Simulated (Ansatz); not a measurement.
# Se (Pm-3m) in Ansatz: notebook

The runs below take Se through relaxation of cell and atoms, with PBEsol, PBEsol+D3(BJ).

Everything below comes from runs of Ansatz 0.2.0. Logs are shortened: lines on timing, memory, paths and dates and some standing lists are left out, and cuts for length are marked.

### 1 The crystal as given

It takes space group Pm-3m (No. 221, cubic). Conventional cell: a = 2.811 Å, b = 2.811 Å, c = 2.811 Å, α = 90.00°, β = 90.00°, γ = 90.00°. Se (site symmetry m-3m) is surrounded by 6 Se at 2.81 Å.

This isn't the form of Se at room conditions, which is trigonal, of chains.

### 2 Relaxation of cell and atoms, PBEsol

input.yaml reads:

```yaml
crystal:
  lattice:
    - [2.81056302, 0.0, 0.0]
    - [0.0, 2.81056302, 0.0]
    - [0.0, 0.0, 2.81056302]
  atoms:
    - { symbol: Se, position: [0.0, 0.0, 0.0] }
hamiltonian:
  xc: pbesol
  pseudopotentials: { kind: paw }
kpoints:
  mp_grid: { grid: [9, 9, 9] }
scf:
  occupations: { method: fermi_dirac, width: 0.05 }
output:
  forces: true
  stress: true
  eigenvalues: true
  write_density: true
  write_potential: true
  elf: true
  volumetric_format: npy
relax:
  f_tol: 0.01
  max_steps: 40
  cell: { stress_tol: 0.05 }
```

Potentials or basis: Ansatz PAW.

The run is started by

```sh
> ansatz run input.yaml --threads 2 --pin off --max-ram 5632MiB --backend cpu --events-out ev --progress --plain --runs-dir out
```

Log:

```text
Warning: RAYON_NUM_THREADS=2 ignored (pool sized by the plan → 2); use --threads N
Engine: ansatz 0.2.0, x86_64-unknown-linux-gnu
Pseudopotentials: kind: paw
Pseudopotential: Se, paw, valence charge 16, recommended cutoff 420 eV (normal), Se.paw.azcp
Functional definition: PBEsol
  exchange = pbesol_x
  correlation = pbesol_c
Crystal: 1 atoms, lattice volume = 22.201 Å³
Basis set: ecut = 420 eV, 461 PW (Γ), exchange–correlation on 40×40×40 points (8 copies of the dense FFT grid, shifted against one another)
Bands: 12, of which v1, the nominal top of the filled ones, is band 8 counted from 1 (7 counted from 0)
Symmetry: 48 space group operations
Space group: Pm-3m (ITA 221), of the structure as read, at distance tolerance 2.8e-5 Å
k-points: 35 of 729
Non-local potential: Se, projectors of the file, l = 0: 2, l = 1: 2, l = 2: 3, l = 3: 1
PAW form: soft (Blöchl's): semilocal exchange-correlation on the pseudo side does not see the compensation charge
PAW frozen core: Se, regenerated for the run's functional, and the local potential with it (the file was generated under x = pbe(κ = 0.804, μ = 0.2195149727645171), c = pbe(β = 0.06672455060314922))
PAW one-centre angular grid: Se, 590 points (default); XC on 64 Gauss nodes
Initial density: superposition of atomic densities (neutral atoms: chi_scale 0, normalization atom), corrected by the library's trained network
Initial wavefunctions: pseudopotential atomic-orbital guess
Functional: x = pbesol(κ = 0.804, μ = 0.12345679012345678), c = pbesol(β = 0.046)
SCF iter   1: F=—  HF=-5424.107076 eV  |F-HF|=—  |Δ(HF+E_count)|=         —  Δρ=1.23e-3  dr2=9.35e-5  ethr=1.77e-3  ⟨swp⟩=5.4  Hψ=2530  notcnv=0
preconditioner: auto → LDOS  [metal: Δε(μ)=0.062 eV  Ē_g=14.722 eV  σ=0.050 eV  W_gap=0.29  n_scr=6 (ndim 8)  ℏωp=19.3 eV  f_vac=0.022  D(μ)=0.89/eV (n_scr^D=6)  β→1.0]
SCF iter   2: F=—  HF=-5424.107118 eV  |F-HF|=—  |Δ(HF+E_count)|=   4.18e-5  Δρ=2.26e-4  dr2=5.01e-6  ethr=5.84e-7  ⟨swp⟩=2.0  Hψ=1030  notcnv=0  defer=2
SCF iter   3: F=—  HF=-5424.107053 eV  |F-HF|=—  |Δ(HF+E_count)|=   6.47e-5  Δρ=1.52e-4  dr2=5.08e-6  ethr=3.13e-8  ⟨swp⟩=3.1  Hψ=835  notcnv=0  defer=2
SCF iter   4: F=—  HF=-5424.107046 eV  |F-HF|=—  |Δ(HF+E_count)|=   7.38e-6  Δρ=3.88e-5  dr2=2.04e-7  ethr=3.13e-8  ⟨swp⟩=2.0  Hψ=693  notcnv=0  defer=2
iter 5 did not close the SCF: its close was put off for the readings that it lacked (scf_convergence_deferred on its scf_iter line)
SCF iter   5: F=-5424.107046 eV  HF=-5424.107046 eV  |F-HF|=1.26e-9  |Δ(HF+E_count)|=   1.27e-7  Δρ=5.46e-6  dr2=5.30e-9  ethr=1.28e-9  ⟨swp⟩=2.9  Hψ=705  notcnv=0  defer=2
SCF iter   6: F=-5424.107046 eV  HF=-5424.107046 eV  |F-HF|=2.91e-11  |Δ(HF+E_count)|=   2.18e-9  Δρ=4.81e-7  dr2=6.95e-11  ethr=3.31e-11  ⟨swp⟩=4.8  Hψ=2007  notcnv=0
SCF 1 converged in 6 iterations: F = -5424.107046 eV  dr2 = 6.95e-11
relax step   1: F+E_penalty+E_count = -5424.10704585 eV  Δ(F+E_penalty+E_count) = +0.000e0 eV  max|allowed force component| = 0.000e0 eV/Å  Δτ_max = 0.0000 Å  P = -1.616 GPa  Ω = 22.201 Å³  (6 SCF iters, dr2 threshold 1.00e-7 eV, accepted)
Crystal: 1 atoms, lattice volume = 21.366 Å³
Basis set: ecut = 420 eV, 437 PW (Γ), exchange–correlation on 40×40×40 points (8 copies of the dense FFT grid, shifted against one another)
Initial density: handed on by an earlier stage of this run
Initial wavefunctions: those handed on with the density
iter 1 solved again at ethr=2.10e-6 eV; its pass at ethr=3.10e-3 eV (dr2=3.36e-4 eV) is discarded
SCF iter   1: F=—  HF=-5424.108110 eV  |F-HF|=—  |Δ(HF+E_count)|=         —  Δρ=1.09e-3  dr2=3.37e-4  ethr=2.10e-6  ⟨swp⟩=1.9  Hψ=3078  notcnv=0
preconditioner: auto → LDOS  [insulator: Δε(μ)=0.126 eV  Ē_g=14.953 eV  σ=0.050 eV  W_gap=0.52  n_scr=6 (ndim 8)  ℏωp=19.7 eV  f_vac=0.012  D(μ)=0.91/eV (n_scr^D=6)  ε∞_Penn≈2.7  β→1.0]
SCF iter   2: F=—  HF=-5424.108022 eV  |F-HF|=—  |Δ(HF+E_count)|=   8.73e-5  Δρ=2.69e-4  dr2=1.08e-5  ethr=2.10e-6  ⟨swp⟩=2.6  Hψ=658  notcnv=0
SCF iter   3: F=—  HF=-5424.108023 eV  |F-HF|=—  |Δ(HF+E_count)|=   1.96e-7  Δρ=1.13e-4  dr2=3.66e-6  ethr=6.77e-8  ⟨swp⟩=2.1  Hψ=706  notcnv=0
SCF iter   4: F=-5424.108013 eV  HF=-5424.108013 eV  |F-HF|=1.37e-7  |Δ(HF+E_count)|=   9.62e-6  Δρ=2.69e-5  dr2=6.47e-8  ethr=6.25e-10  ⟨swp⟩=6.1  Hψ=2814  notcnv=0
SCF 2 converged in 4 iterations: F = -5424.108013 eV  dr2 = 6.47e-8
relax step   2: F+E_penalty+E_count = -5424.10801309 eV  Δ(F+E_penalty+E_count) = -9.672e-4 eV  max|allowed force component| = 0.000e0 eV/Å  Δτ_max = 0.0000 Å  P = +1.381 GPa  Ω = 21.366 Å³  energy of the carried Pulay correction = +8.932e-5 eV  (4 SCF iters, dr2 threshold 1.00e-7 eV, accepted)
Crystal: 1 atoms, lattice volume = 21.743 Å³
iter 1 solved again at ethr=4.69e-7 eV; its pass at ethr=3.10e-3 eV (dr2=7.51e-5 eV) is discarded
SCF iter   1: F=—  HF=-5424.109539 eV  |F-HF|=—  |Δ(HF+E_count)|=         —  Δρ=5.03e-4  dr2=7.22e-5  ethr=4.69e-7  ⟨swp⟩=2.4  Hψ=3096  notcnv=0
preconditioner: auto → LDOS  [metal: Δε(μ)=0.102 eV  Ē_g=14.839 eV  σ=0.050 eV  W_gap=0.42  n_scr=6 (ndim 8)  ℏωp=19.5 eV  f_vac=0.018  D(μ)=0.92/eV (n_scr^D=6)  β→1.0]
SCF iter   2: F=—  HF=-5424.109516 eV  |F-HF|=—  |Δ(HF+E_count)|=   2.27e-5  Δρ=1.23e-4  dr2=2.37e-6  ethr=4.51e-7  ⟨swp⟩=2.4  Hψ=656  notcnv=0
SCF iter   3: F=—  HF=-5424.109517 eV  |F-HF|=—  |Δ(HF+E_count)|=   1.01e-6  Δρ=5.16e-5  dr2=7.93e-7  ethr=6.25e-10  ⟨swp⟩=9.8  Hψ=3614  notcnv=0
SCF iter   4: F=-5424.109516 eV  HF=-5424.109515 eV  |F-HF|=3.19e-8  |Δ(HF+E_count)|=   1.94e-6  Δρ=1.27e-5  dr2=1.56e-8  ethr=6.25e-10  ⟨swp⟩=5.1  Hψ=2406  notcnv=0
SCF 3 converged in 4 iterations: F = -5424.109516 eV  dr2 = 1.56e-8
relax step   3: F+E_penalty+E_count = -5424.10951552 eV  Δ(F+E_penalty+E_count) = -1.502e-3 eV  max|allowed force component| = 0.000e0 eV/Å  Δτ_max = 0.0000 Å  P = -0.047 GPa  Ω = 21.743 Å³  energy of the carried Pulay correction = +4.830e-5 eV  (4 SCF iters, dr2 threshold 1.00e-7 eV, accepted)
Initial wavefunctions: pseudopotential atomic-orbital guess (no wavefunctions were taken with the density)
iter 1 solved again at ethr=6.58e-8 eV; its pass at ethr=3.10e-3 eV (dr2=1.05e-5 eV) is discarded
SCF iter   1: F=—  HF=-5424.109461 eV  |F-HF|=—  |Δ(HF+E_count)|=         —  Δρ=1.77e-5  dr2=1.86e-8  ethr=6.58e-8  ⟨swp⟩=2.7  Hψ=3525  notcnv=0
preconditioner: auto → LDOS  [metal: Δε(μ)=0.101 eV  Ē_g=14.842 eV  σ=0.050 eV  W_gap=0.42  n_scr=6 (ndim 8)  ℏωp=19.5 eV  f_vac=0.018  D(μ)=0.91/eV (n_scr^D=6)  β→1.0]
SCF iter   2: F=—  HF=-5424.109457 eV  |F-HF|=—  |Δ(HF+E_count)|=   4.19e-6  Δρ=4.30e-6  dr2=4.86e-9  ethr=1.16e-10  ⟨swp⟩=2.3  Hψ=729  notcnv=0
SCF iter   3: F=—  HF=-5424.109457 eV  |F-HF|=—  |Δ(HF+E_count)|=   1.74e-8  Δρ=2.27e-6  dr2=5.78e-10  ethr=3.04e-11  ⟨swp⟩=2.2  Hψ=718  notcnv=0
SCF iter   4: F=—  HF=-5424.109457 eV  |F-HF|=—  |Δ(HF+E_count)|=  8.71e-10  Δρ=3.40e-7  dr2=2.94e-11  ethr=3.61e-12  ⟨swp⟩=2.0  Hψ=698  notcnv=0
SCF iter   5: F=-5424.109457 eV  HF=-5424.109457 eV  |F-HF|=0.00e0  |Δ(HF+E_count)|=  7.28e-12  Δρ=2.06e-8  dr2=1.16e-13  ethr=1.00e-12  ⟨swp⟩=4.9  Hψ=1528  notcnv=0
SCF 4 converged in 5 iterations: F = -5424.109457 eV  dr2 = 1.16e-13
relax step   4: F+E_penalty+E_count = -5424.10945687 eV  Δ(F+E_penalty+E_count) = +5.864e-5 eV  max|allowed force component| = 0.000e0 eV/Å  Δτ_max = 0.0000 Å  P = -0.046 GPa  Ω = 21.743 Å³  stress off target by 4.57e-2 GPa  SCF on the basis re-selected at this cell (its energy is not comparable with the rows above)  (5 SCF iters)
basis re-selected at this cell: Δ(F+E_penalty+E_count) = +5.864e-5 eV, ΔP = +0.002 GPa vs the last step (what re-selecting the basis moved, of the pressure what is left beyond the Pulay correction that the steps carried, after the strain that the cell walked since its last selection, with what the two solves' SCF thresholds leave and, on support functions, any second-order correction that the steps lacked; it is no measure of the basis error at this ecutwfc). This SCF's stress stands 4.57e-2 GPa from its target on what of the cell is left free (relax.cell.stress_tol is 5.00e-2 GPa) and its largest allowed force component is 0.00e0 eV/Å (relax.f_tol is 1.00e-2 eV/Å): within both
SCF converged after 5 iterations
Free energy (F): -5424.109457 eV
Harris-Foulkes:  -5424.109457 eV  (|F-HF|=0.00e0)
Internal energy: -5424.102585 eV  (E = F + TS)
E sigma→0 (E₀):  -5424.106021 eV
Entropy (-TS):   -0.006872 eV (-6.872 meV/atom)
Fermi energy:    10.326508 eV
--- Per-component energies (eV) ---
  E_band       = -361.734905
  E_kinetic    = 117.010955
  E_local      = -2205.520590  (includes V_loc(G=0)·N_el)
  E_nonlocal   = -590.972477
  E_hartree    = 1099.676680
  E_xc         = -102.911917
  E_vxc        = -97.522123  (∫ρ·V_xc dr)
  E_paw        = -1868.716047  (= ΣΔE_a)
  E_vpaw       = 215.916537  (= ΣTr[D̂ρ^β])
  E_aug_tail   = -0.000581  (compensation charges beyond the density's cutoff)
  E_ewald      = -1873.677058
  E_core_change = 1.008450  (= ΣΔE_core)
  E_smearing   = -0.006872  (= −TS)
  E_closure    = -0.000000  (closes the sum)
  Σ components = -5424.109457   (vs F -5424.109457, Δ=0.00e0)
--- Forces (eV/Å), atoms counted from 1 ---
  atom   1  Se    -0.00000000     0.00000000     0.00000000
  max |Σ_I F_I| component: 3.08e-33 eV/Å
--- Stress (GPa, compression-positive) ---
       -0.045734      -0.000000      -0.000000
       -0.000000      -0.045734       0.000000
       -0.000000       0.000000      -0.045734
  P = ⅓ Tr σ = -0.0457 GPa (-0.457 kbar)
--- Band table (eV; the first three rows and the last of 35) ---
  k-point 0: bands = ["-38.3102", "-38.3102", "-38.2830", "-38.2830", "-38.2830", "-6.0670", "11.7815", "11.7815", "11.7815", "18.0410", "18.0410", "18.1970"]
  k-point 1: bands = ["-38.3101", "-38.3069", "-38.2838", "-38.2838", "-38.2830", "-5.8836", "10.0266", "11.9266", "11.9266", "18.2262", "18.3632", "20.2244"]
  k-point 2: bands = ["-38.3098", "-38.2986", "-38.2859", "-38.2859", "-38.2828", "-5.3601", "7.2060", "12.3246", "12.3246", "18.7578", "19.0112", "23.8781"]
  k-point 34: bands = ["-38.2970", "-38.2969", "-38.2969", "-38.2682", "-38.2682", "0.2861", "6.9008", "6.9008", "6.9857", "15.9127", "16.2740", "16.2740"]
--- Relaxed structure (3 steps of the walk, 3 accepted, 1 SCFs on fresh bases) ---
  F+E_penalty+E_count = -5424.10945687 eV   max|allowed force component| = 0.000e0 eV/Å   (the final SCF, on the basis selected at the relaxed cell)
  cell:  # Å, volume = 21.7428 Å³
    - [2.7910775436169644, 0.0, -7.703719777548943e-34]
    - [0.0, 2.7910775436169644, 0.0]
    - [-7.703719777548943e-34, 0.0, 2.7910775436169644]
  atoms:
    - { symbol: Se, position: [0.0, 0.0, 0.0] }
```

Run time: 2 s. Hardware: 2 threads of Intel Xeon Platinum 8259CL at 2.50GHz (Skylake/Cascade Lake), shared host; peak memory 0.35 GiB.

What came out:

- Free energy: -5424.1095 eV
- Relaxed volume: 21.74 Å³/atom
- Relaxed cell: a = 2.791 Å, b = 2.791 Å, c = 2.791 Å, α = 90.00°, β = 90.00°, γ = 90.00°
- Space group after relaxing (to 0.05 Å): Pm-3m (No. 221)
- Energy gained by relaxing: 2.4 meV/atom
- Ionic steps: 4
- Pressure after relaxing: 0.0 GPa
- Band gap on the k mesh: none (metal or under the smearing width)

Step by step:
```tsv
step	energy change (eV)	largest force (eV/Å)	volume (Å³)
1	0.0000	0.0000	22.20
2	-0.0010	0.0000	21.37
3	-0.0025	0.0000	21.74
4	-0.0024	0.0000	21.74
```

Final structure:
```
Se
1.0
     2.79108    0.00000    0.00000
     0.00000    2.79108    0.00000
     0.00000    0.00000    2.79108
Se
1
Direct
  0.00000 0.00000 0.00000
```

Levels at points of the mesh, in eV from the Fermi level:
```
           k point  band 5  band 6  band 7  band 8  band 9  band 10  band 11  band 12
(0.00, 0.00, 0.00)  -48.61  -16.39    1.45    1.45    1.45     7.71     7.71     7.87
```

Caveat: the plane-wave basis is chosen anew once the cell has moved, so the energies of steps on either side of that aren't comparable; the PAW data sets come from PBE, with cores solved anew for the run's functional, which leaves a small shift of forces and pressure.

### 3 Relaxation of cell and atoms, PBEsol+D3(BJ)

Edit input.yaml of step 2 so:

```diff
@@ -10,2 +10,3 @@
   pseudopotentials: { kind: paw }
+  dispersion: d3bj
 kpoints:
@@ -18,6 +19,2 @@
   eigenvalues: true
-  write_density: true
-  write_potential: true
-  elf: true
-  volumetric_format: npy
 relax:
```

Potentials or basis: Ansatz PAW.

The run is started by

```sh
> ansatz run input.yaml --threads 2 --pin off --max-ram 5632MiB --backend cpu --events-out ev --progress --plain --runs-dir out
```

Log:

```text
Warning: RAYON_NUM_THREADS=2 ignored (pool sized by the plan → 2); use --threads N
Engine: ansatz 0.2.0, x86_64-unknown-linux-gnu
Pseudopotentials: kind: paw
Pseudopotential: Se, paw, valence charge 16, recommended cutoff 420 eV (normal), Se.paw.azcp
Functional definition: PBEsol
  exchange = pbesol_x
  correlation = pbesol_c
Crystal: 1 atoms, lattice volume = 22.201 Å³
Basis set: ecut = 420 eV, 461 PW (Γ), exchange–correlation on 40×40×40 points (8 copies of the dense FFT grid, shifted against one another)
Bands: 12, of which v1, the nominal top of the filled ones, is band 8 counted from 1 (7 counted from 0)
Symmetry: 48 space group operations
Space group: Pm-3m (ITA 221), of the structure as read, at distance tolerance 2.8e-5 Å
k-points: 35 of 729
Non-local potential: Se, projectors of the file, l = 0: 2, l = 1: 2, l = 2: 3, l = 3: 1
PAW form: soft (Blöchl's): semilocal exchange-correlation on the pseudo side does not see the compensation charge
[... 81 lines left out ...]
  E_smearing   = -0.006617  (= −TS)
  E_closure    = 0.000000  (closes the sum)
  Σ components = -5424.460992   (vs F -5424.460992, Δ=0.00e0)
--- Forces (eV/Å), atoms counted from 1 ---
  atom   1  Se     0.00000000     0.00000000    -0.00000000
  max |Σ_I F_I| component: 1.03e-33 eV/Å
--- Stress (GPa, compression-positive) ---
       -0.027906       0.000000       0.000000
        0.000000      -0.027906       0.000000
        0.000000       0.000000      -0.027906
  P = ⅓ Tr σ = -0.0279 GPa (-0.279 kbar)
--- Band table (eV; the first three rows and the last of 35) ---
  k-point 0: bands = ["-37.7896", "-37.7896", "-37.7583", "-37.7583", "-37.7583", "-5.7899", "12.4208", "12.4208", "12.4208", "18.5715", "18.5715", "18.9738"]
  k-point 1: bands = ["-37.7895", "-37.7859", "-37.7592", "-37.7592", "-37.7582", "-5.5987", "10.5828", "12.5732", "12.5732", "18.7615", "19.0576", "20.9326"]
  k-point 2: bands = ["-37.7892", "-37.7765", "-37.7616", "-37.7616", "-37.7580", "-5.0514", "7.6599", "12.9922", "12.9922", "19.3071", "19.7287", "24.7008"]
  k-point 34: bands = ["-37.7742", "-37.7742", "-37.7742", "-37.7420", "-37.7420", "0.9499", "7.3530", "7.3530", "7.4602", "16.3785", "16.7455", "16.7455"]
--- Relaxed structure (4 steps of the walk, 4 accepted, 1 SCFs on fresh bases) ---
  F+E_penalty+E_count = -5424.46099238 eV   max|allowed force component| = 0.000e0 eV/Å   (the final SCF, on the basis selected at the relaxed cell)
  cell:  # Å, volume = 21.0422 Å³
    - [2.7607726570604707, -1.283953296258157e-34, -2.567906592516314e-34]
    - [-6.419766481290786e-34, 2.7607726570604703, -5.135813185032629e-34]
    - [7.703719777548943e-34, -5.135813185032629e-34, 2.7607726570604703]
  atoms:
    - { symbol: Se, position: [0.0, 0.0, 0.0] }
```

It took 2.4 s on 2 threads of Intel Xeon Platinum 8259CL at 2.50GHz (Skylake/Cascade Lake), shared host; peak memory 0.35 GiB.

What came out:

```yaml
Free_energy: -5424.4610 eV
Relaxed_volume: 21.04 Å³/atom
Relaxed_cell: a = 2.761 Å, b = 2.761 Å, c = 2.761 Å, α = 90.00°, β = 90.00°, γ = 90.00°
Space_group_after_relaxing_to_0.05_Å: Pm-3m (No. 221)
Energy_gained_by_relaxing: 15.6 meV/atom
Ionic_steps: 5
Pressure_after_relaxing: 0.0 GPa
Band_gap_on_the_k_mesh: none (metal or under the smearing width)
```

Step by step:
```
step  energy change (eV)  largest force (eV/Å)  volume (Å³)
   1              0.0000                0.0000        22.20
   2             -0.0046                0.0000        20.13
   3             -0.0156                0.0000        21.13
   4             -0.0157                0.0000        21.04
   5             -0.0156                0.0000        21.04
```

Final structure:
```yaml
crystal:
  lattice:
    - [2.76077, 0.00000, 0.00000]
    - [0.00000, 2.76077, 0.00000]
    - [0.00000, 0.00000, 2.76077]
  atoms:
    - { symbol: Se, position: [0.00000, 0.00000, 0.00000] }
```

Caveat: the plane-wave basis is chosen anew once the cell has moved, so the energies of steps on either side of that aren't comparable; pairwise dispersion overbinds metals, which lowers pressure and volume; the PAW data sets come from PBE, with cores solved anew for the run's functional, which leaves a small shift of forces and pressure.
